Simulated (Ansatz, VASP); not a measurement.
**Au in VASP and in Ansatz**

```
Au
1.0
     0.00000    2.08306    2.08306
     2.08306    0.00000    2.08306
     2.08306    2.08306    0.00000
Au
1
Direct
  0.00000 0.00000 0.00000
```

Alike in both runs: functional PBE; k mesh 8 × 8 × 8; occupations gaussian, width 0.1 eV; no spin polarisation.

Ansatz relaxed the structure, and its values are those at the end. VASP's run is a single point on that final structure, the one shown.

```csv
,VASP,Ansatz
version,VASP 6.6.1,Ansatz 0.2.0
potentials or method,"VASP PAW PBE potentials, release 64 (Au)","scalar-relativistic, plane waves, PAW"
plane-wave cutoff (eV),520,420
valence electrons in the cell,11,19
```

Ansatz gave:

| Item | Value |
| --- | --- |
| gap on the k mesh at the Fermi level (eV) | none |
| pressure (GPa) | -0.1 |

Question: Estimate VASP's values.

Answer: gap on the k mesh at the Fermi level (eV): none; pressure (GPa): -0.3.

A gap of «none» marks a metal or a gap that the smearing closes. The two sets of potentials don't hold the same shells in valence.

The runs have no spin-orbit coupling, so splittings on Au are missing.
